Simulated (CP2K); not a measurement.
Runs of CP2K 2026.2 on Hf. The structure is cubic, space group Fm-3m (No. 225). Conventional cell: a = 4.440 Å, b = 4.440 Å, c = 4.440 Å, α = 90.00°, β = 90.00°, γ = 90.00°. Hf (site symmetry m-3m) has 12 Hf at 3.14 Å as nearest neighbours. This isn't the form of Hf at room conditions, which is hcp.

```tsv
task	level	cell	smearing	NGRIDS	gap on the mesh (eV)	pressure (GPa)
single point	PBE	as given	gaussian 0.02 eV	5	none	3.0
single point	RPBE	as given	gaussian 0.05 eV	4	none	5.4
single point	PBE	cell strained at random at fixed volume	fermi-dirac 0.05 eV	5	none	3.4
single point	PBE	as given	fermi-dirac 0.05 eV	4	none	(a)
single point	PBEsol	as given	gaussian 0.02 eV	5	none	-0.9
```

Alike in all rows: potentials or basis POTENTIAL_UZH Hf GTH-PBE-q12; TZVP-MOLOPT-PBE-GTH basis; no spin polarisation; k mesh 10 × 10 × 10.

Question: Fill in the values left out.

Answer: (a) 3.2.

Caveats: the basis of atomic orbitals isn't converged, which shifts pressures, moduli and gaps; the potentials were made for another functional, which shifts forces and pressure (some runs).

A k mesh can miss the band edges, and the runs leave out spin-orbit coupling on Hf.

A gap of «none» marks a metal or a gap under the smearing width.
